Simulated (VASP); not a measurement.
# ZrSe2 (strained 1T (CdI2) bulk): one PBE single-point calculation in two programs

```cif
data_structure
_symmetry_space_group_name_H-M 'P 1'
_symmetry_Int_Tables_number 1
_cell_length_a 3.9775
_cell_length_b 3.9775
_cell_length_c 6.0256
_cell_angle_alpha 90.000
_cell_angle_beta 90.000
_cell_angle_gamma 120.000
_cell_volume 82.56
loop_
_atom_site_label
_atom_site_type_symbol
_atom_site_fract_x
_atom_site_fract_y
_atom_site_fract_z
_atom_site_occupancy
Zr1 Zr 0.00000 0.00000 0.00000 1
Se1 Se 0.33333 0.66667 0.24558 1
Se2 Se 0.66667 0.33333 0.75442 1
```

Datasets and cutoffs are each program's own. VASP's cell holds 24 valence electrons and Ansatz's 44. Ansatz's stress includes a Pulay correction; VASP's doesn't.

Cutoffs: 520 eV in VASP, 420 eV in Ansatz. k meshes: 12×12×4 and 12×12×4.

```tsv
	VASP	Ansatz
gap between bands v and c	0.45 eV	0.45 eV
least direct gap	0.71 eV	0.72 eV
pressure	-2.1 GPa	-2.2 GPa
largest force	0.09 eV/Å	0.08 eV/Å
```

Band v is the last that the valence electrons fill when counted band by band, and c is the next. Levels in eV from the top of v, Ansatz:

```json
{"point": "Γ", "v−1": "-0.48", "v": "0.00", "c": "0.72", "c+1": "0.72"}
{"point": "M", "v−1": "-2.17", "v": "-1.79", "c": "0.52", "c+1": "1.86"}
{"point": "K", "v−1": "-2.34", "v": "-1.74", "c": "1.07", "c+1": "2.09"}
{"point": "A", "v−1": "-0.66", "v": "-0.66", "c": "0.68", "c+1": "0.68"}
{"point": "L", "v−1": "-1.48", "v": "-1.00", "c": "0.45", "c+1": "1.85"}
{"point": "H", "v−1": "-1.94", "v": "-1.94", "c": "1.19", "c+1": "1.88"}
```

VASP:

```tsv
point	v−1	v	c	c+1
Γ	-0.48	0.00	0.71	0.71
M	-2.17	-1.79	0.52	1.86
K	-2.34	-1.74	1.07	2.09
A	-0.66	-0.66	0.68	0.68
L	-1.48	-1.00	0.45	1.85
H	-1.94	-1.94	1.19	1.88
```

Forces (eV/Å), VASP:

```
atom     Fx     Fy      Fz
  Zr  0.000  0.000   0.000
  Se  0.000  0.000   0.093
  Se  0.000  0.000  -0.093
```

Ansatz:

```csv
atom,Fx,Fy,Fz
Zr,0.000,0.000,0.000
Se,0.000,0.000,0.080
Se,0.000,0.000,-0.080
```
